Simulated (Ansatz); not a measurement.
Notes on ZrSiO₄

```xyz
12
Lattice="-3.2766 3.2766 2.9667 3.2766 -3.2766 2.9667 3.2766 3.2766 -2.9667" Properties=species:S:1:pos:R:3 pbc="T T T"
Zr    0.0000    4.9149    0.7417
Zr    3.2766   -1.6383    2.2251
Si    0.0000    1.6383    2.2251
Si    3.2766    1.6383    0.7417
O     0.0000    0.4325    1.1576
O     4.4824    1.6383   -0.3257
O     0.0000    2.8441    1.1576
O     2.0708    1.6383   -0.3257
O     3.2766    2.8441    1.8091
O     1.2058    1.6383    3.2925
O     3.2766    0.4325    1.8091
O    -1.2058    1.6383    3.2925
```

Level: r2SCAN, no spin polarisation; 500 eV; 6×6×6 Γ-centred mesh; fermi-dirac occupations (width 0.0621 eV); Ansatz 0.2.0, fixed geometry.

**Question.** Is the cell too large or too small?

**Answer.** The pressure is 7.9 GPa (compression positive), so with the atoms held at these fractions the cell would first expand.

**Question.** Where is the largest force?

**Answer.** The largest is on O5 (and as large on other atoms): 0.17 eV/Å, components (0.00, -0.17, 0.02). It makes 132° with the line to a nearest neighbour, Si3 at 1.61 Å.

**Question.** Which element gives electrons and which takes them?

**Answer.** Bader charges in e: Zr +2.77, Si +3.33, O -1.52. In the mean Si gives up most and O takes most.

**Question.** Is there a gap, and of what kind?

**Answer.** The gap is 5.43 eV, indirect (the least direct gap found is 5.68 eV).

Origin: a database entry at a rescaled volume.
